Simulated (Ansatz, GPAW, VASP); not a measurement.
# BAs: 3 runs at one level of theory

```
CELL_PARAMETERS angstrom
0.00000 2.38850 2.38850
2.38850 0.00000 2.38850
2.38850 2.38850 0.00000
ATOMIC_POSITIONS crystal
As 0.75000 0.75000 0.75000
B 0.00000 0.00000 0.00000
```

Alike in all runs: task single point; functional RPBE; k mesh 10 × 10 × 10; occupations gaussian, width 0.05 eV; no spin polarisation; no spin-orbit coupling. Pressure is positive in compression and, in plane waves, holds the error of the finite cutoff.

```tsv
program and potentials	plane-wave cutoff (eV)	notes	band gap (eV)	pressure (GPa)
Ansatz, all-electron LAPW, scalar-relativistic	-	-	1.22	5.38
GPAW, the program's PAW data sets (release 1.2.1) made for this functional	800	-	1.21	5.96
VASP, PBE PAW files As, B, 520 eV	520	potentials made for PBE	1.21	6.00
```

The band gap spans 1.21 (VASP, PBE PAW files As, B, 520 eV) to 1.22 eV (Ansatz, all-electron LAPW, scalar-relativistic), with all-electron results at 1.22. The pressure spans 5.38 (Ansatz, all-electron LAPW, scalar-relativistic) to 6.00 GPa (VASP, PBE PAW files As, B, 520 eV), with all-electron results at 5.38. Spin-orbit coupling, left out here, moves the band edges of heavy atoms. The gap is indirect and read on the mesh alone.

Differences between rows come from potentials, basis sets and numerical settings, since the functional is the same but for its coding. Runs on potential files found faulty are left out.

The three runs agree almost completely on the gap but less closely on the pressure, which depends on how the total energy responds to strain and so is more sensitive to the description of the core region and the basis. The positive pressure in every row means that RPBE would expand this cell, which is close to the measured one. This fits the functional's known tendency to weaken bonds: its strong gradient enhancement favours the more inhomogeneous density of stretched bonds.

Boron and arsenic differ little in electronegativity, so the bonding is largely covalent and the indirect gap separates bonding p states from antibonding states, much as in silicon. A gap near 1.2 eV is well below the experimental one. Since the all-electron run gives the same value, the potentials are not to blame; the shortfall is the usual one of semilocal Kohn-Sham gaps, which lack the derivative discontinuity. A single volume fixes neither the equilibrium lattice constant nor the bulk modulus.
